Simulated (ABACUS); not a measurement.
C:

```
CELL_PARAMETERS angstrom
0.00000 1.78337 1.78337
1.78337 0.00000 1.78337
1.78337 1.78337 0.00000
ATOMIC_POSITIONS crystal
C 0.75000 0.75000 0.75000
C 0.50000 0.50000 0.50000
```

This isn't the form of C at room conditions, which is graphite.

- Program: ABACUS 3.10.1
- Task: single point
- Functional: PBE
- Potentials or basis: PseudoDojo NC SR 0.4.1 PBE standard
- Cutoff: 1361 eV
- Density cutoff: 5442 eV
- Basis: DZP LCAO (the cutoffs set its grid)
- k mesh: 13 × 13 × 13
- Occupations: fermi-dirac, width 0.05 eV
- Spin: no spin polarisation

On this cell: pressure 5.6 GPa; largest force zero by symmetry; band gap on the k mesh 4.21 eV, indirect (least direct gap 5.60 eV).

The same run follows on a disturbed copy (atoms moved at random, drawn with an rms of 0.05 Å):

```
CELL_PARAMETERS angstrom
0.00000 1.78337 1.78337
1.78337 0.00000 1.78337
1.78337 1.78337 0.00000
ATOMIC_POSITIONS crystal
C 0.74778 0.75306 0.75416
C 0.48928 0.49860 0.49360
```

Task: What does the disturbed cell give?

Result: The energy moves by +21.7 meV/atom; pressure 6.3 GPa; largest force 1.719 eV/Å; band gap on the k mesh 3.29 eV, indirect (least direct gap 3.98 eV).

Forces in eV/Å, atoms in the order of the input:
```
C   -0.928 -1.224 -0.772
C    0.928  1.224  0.772
```

Stress tensor (GPa, compression positive):
```
 6.37 -0.76 -1.64
-0.76  6.25 -1.08
-1.64 -1.08  6.42
```

Caveats: the atomic orbitals were generated for these runs and aren't a published set; an odd mesh through Γ misses points on the zone boundary, where band edges often lie; the basis of atomic orbitals isn't converged, which shifts pressures, moduli and gaps.
